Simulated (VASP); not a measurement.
WSe2 (fluorite), LDA relaxation of cell and atoms: Ansatz's output and VASP's

Start cell

```yaml
crystal:
  lattice:
    - [0.00000, 3.10586, 3.10586]
    - [3.10586, 0.00000, 3.10586]
    - [3.10586, 3.10586, 0.00000]
  atoms:
    - { symbol: W, position: [0.00000, 0.00000, 0.00000] }
    - { symbol: Se, position: [0.25000, 0.25000, 0.25000] }
    - { symbol: Se, position: [0.75000, 0.75000, 0.75000] }
```

Ansatz printed

```
basis re-selected at this cell: Δ(F+E_penalty+E_count) = +7.658e-4 eV, ΔP = -0.001 GPa vs the last step (what re-selecting the basis moved, of the pressure what is left beyond the Pulay correction that the steps carried, after the strain that the cell walked since its last selection, with what the two solves' SCF thresholds leave and, on support functions, any second-order correction that the steps lacked; it is no measure of the basis error at this ecutwfc). This SCF's stress stands 6.21e-5 GPa from its target on what of the cell is left free (relax.cell.stress_tol is 5.00e-2 GPa) and its largest allowed force component is 6.01e-17 eV/Å (relax.f_tol is 5.00e-3 eV/Å): within both
SCF converged after 6 iterations
Free energy (F): -20895.880970 eV
Harris-Foulkes:  -20895.880970 eV  (|F-HF|=2.18e-11)
Internal energy: -20895.872279 eV  (E = F + TS)
E sigma→0 (E₀):  -20895.876625 eV
Entropy (-TS):   -0.008691 eV (-2.897 meV/atom)
Fermi energy:    14.185471 eV
--- Per-component energies (eV) ---
  E_band       = -792.098865
  E_kinetic    = 693.067606
  E_local      = -5110.462596  (includes V_loc(G=0)·N_el)
  E_nonlocal   = -1168.258929
  E_hartree    = 2468.689607
  E_xc         = -473.624805
  E_vxc        = -437.810293  (∫ρ·V_xc dr)
  E_paw        = -11965.239537  (= ΣΔE_a)
  E_vpaw       = 293.987379  (= ΣTr[D̂ρ^β])
  E_aug_tail   = -0.001249  (compensation charges beyond the density's cutoff)
  E_ewald      = -5344.760253
  E_core_change = 4.717877  (= ΣΔE_core)
  E_smearing   = -0.008691  (= −TS)
  E_closure    = 0.000000  (closes the sum)
  Σ components = -20895.880970   (vs F -20895.880970, Δ=0.00e0)
--- Forces (eV/Å), atoms counted from 1 ---
  atom   1  W     -0.00000000     0.00000000    -0.00000000
  atom   2  Se    -0.00000000    -0.00000000    -0.00000000
  atom   3  Se     0.00000000     0.00000000     0.00000000
  max |Σ_I F_I| component: 4.63e-18 eV/Å
--- Stress (GPa, compression-positive) ---
       -0.000062      -0.000000      -0.000000
       -0.000000      -0.000062      -0.000000
       -0.000000      -0.000000      -0.000062
  P = ⅓ Tr σ = -0.0001 GPa (-0.001 kbar)
--- Relaxed structure (5 steps of the walk, 4 accepted, 1 SCFs on fresh bases) ---
  F+E_penalty+E_count = -20895.88097003 eV   max|allowed force component| = 6.014e-17 eV/Å   (the final SCF, on the basis selected at the relaxed cell)
  cell:  # Å, volume = 56.5293 Å³
    - [3.8215290246716924e-34, 3.046126517291378, 3.046126517291378]
    - [3.046126517291378, 6.687675793175461e-34, 3.046126517291378]
    - [3.046126517291378, 3.046126517291378, 2.1018409635694307e-34]
  atoms:
    - { symbol: W, position: [-4.7045419596600227e-35, 5.005977142430005e-36, -2.3684192931926893e-35] }
    - { symbol: Se, position: [0.25, 0.25, 0.25] }
    - { symbol: Se, position: [0.75, 0.75, 0.75] }
```

The two codes use different PAW datasets and cutoffs. VASP's cell holds 26 valence electrons and Ansatz's 46. LDA means the Perdew–Zunger form with relativistic exchange in VASP and the Perdew–Wang form in Ansatz.

Q: What does VASP give for the same cell and level of theory?

A: relaxed cell vector lengths 4.314, 4.314, 4.314 Å; relaxed cell volume 56.77 Å³.

From OUTCAR

```
k-points           NKPTS =     16   k-points in BZ     NKDIM =     16   number of bands    NBANDS=     20

   NELECT =      26.0000    total number of electrons

   dimension x,y,z NGX =    36 NGY =   36 NGZ =   36
   dimension x,y,z NGXF=    72 NGYF=   72 NGZF=   72

  energy-cutoff  :      600.00
  volume of cell :       56.77
      direct lattice vectors                 reciprocal lattice vectors
     0.000000000  3.050418768  3.050418768    -0.163911921  0.163911921  0.163911921
     3.050418768  0.000000000  3.050418768     0.163911921 -0.163911921  0.163911921
     3.050418768  3.050418768  0.000000000     0.163911921  0.163911921 -0.163911921

 k-points in reciprocal lattice and weights: KPOINTS created by Atomic Simulation Env
   0.00000000  0.00000000  0.00000000       0.005
   0.16666667  0.00000000  0.00000000       0.037
   0.33333333  0.00000000  0.00000000       0.037
   0.50000000  0.00000000  0.00000000       0.019
   0.16666667  0.16666667  0.00000000       0.028
   0.33333333  0.16666667  0.00000000       0.111
   0.50000000  0.16666667  0.00000000       0.111
  -0.33333333  0.16666667  0.00000000       0.111
   ...

 E-fermi :   7.2626

 k-point     1 :       0.0000    0.0000    0.0000
  band No.  band energies     occupation
      1     -66.3734      2.00000
      2     -30.8487      2.00000
      3     -30.8487      2.00000
      4     -30.8487      2.00000
      5      -8.6236      2.00000
      6      -4.0607      2.00000
      7       1.2457      2.00000
      8       1.2457      2.00000
      9       1.2457      2.00000
     10       6.3483      2.00000
     11       6.3483      2.00000
     12       6.9210      2.00000
     13       6.9210      2.00000
     14       6.9210      2.00000
     15      11.6383      0.00000
     16      11.6383      0.00000
     17      11.6383      0.00000
     18      11.7647      0.00000
     19      11.9439      0.00000
     20      11.9439      0.00000

 k-point     2 :       0.1667    0.0000    0.0000
  band No.  band energies     occupation
      1     -66.3733      2.00000
      2     -30.8541      2.00000
      3     -30.8495      2.00000
      4     -30.8495      2.00000
      5      -8.3477      2.00000
      6      -4.5776      2.00000
      7       1.4440      2.00000
      8       1.4440      2.00000
      9       2.0517      2.00000
     10       5.3399      2.00000
     11       5.3399      2.00000
     12       5.6583      2.00000
     13       7.6416      0.00000
     14       7.6416      0.00000
     15       9.5923      0.00000
     16      11.0023      0.00000
     17      11.0023      0.00000
     18      12.7454      0.00000
     19      13.1386      0.00000
     20      13.1386      0.00000

 k-point     3 :       0.3333    0.0000    0.0000
  band No.  band energies     occupation
      1     -66.3732      2.00000
      2     -30.8648      2.00000
      3     -30.8512      2.00000
      4     -30.8512      2.00000
      5      -7.6160      2.00000
      6      -5.5429      2.00000
      7       1.9035      2.00000
      8       1.9035      2.00000
      9       3.3076      2.00000
     10       3.9148      2.00000
     11       4.5124      2.00000
     12       4.5124      2.00000
     13       7.2820      0.54997
     14       7.2820      0.54996
     15       8.7531      0.00000
     16      11.3584      0.00000
     17      11.3584      0.00000
     18      13.4729      0.00000
     19      14.8430      0.00000
     20      14.8430      0.00000

 k-point     4 :       0.5000    0.0000    0.0000
  band No.  band energies     occupation
      1     -66.3731      2.00000
      2     -30.8702      2.00000
      3     -30.8520      2.00000
      4     -30.8520      2.00000
      5      -6.8711      2.00000
      6      -6.3219      2.00000
      7       2.1754      2.00000
      8       2.1754      2.00000
      9       2.8596      2.00000
     10       4.1299      2.00000
     11       4.2552      2.00000
     12       4.2552      2.00000
     13       6.8186      2.00000
     14       6.8186      2.00000
     15       8.9402      0.00000
     16      11.6861      0.00000
     17      11.6861      0.00000
     18      13.8641      0.00000
     19      14.6646      0.00000
     20      16.0924      0.00000

 ...

  Total        0.0090833      0.0090833      0.0090833      0.0000000     -0.0000000      0.0000000
  in kB        0.2563567      0.2563567      0.2563567      0.0000000     -0.0000000      0.0000000
  external PRESSURE =       0.2563567 kB  Pullay stress =       0.0000000 kB

 POSITION                                       TOTAL-FORCE (eV/Angst)
 -----------------------------------------------------------------------------------
      0.00000      0.00000      0.00000         0.000000     -0.000000     -0.000000
      1.52521      1.52521      1.52521        -0.000000      0.000000     -0.000000
      4.57563      4.57563      4.57563         0.000000     -0.000000      0.000000
 -----------------------------------------------------------------------------------
    total drift:                               -0.000000      0.000000      0.000000

  FREE ENERGIE OF THE ION-ELECTRON SYSTEM (eV)
  ---------------------------------------------------
  free  energy   TOTEN  =       -21.9638319348 eV

  energy  without entropy=      -21.9550796214  energy(sigma->0) =      -21.95945578
```
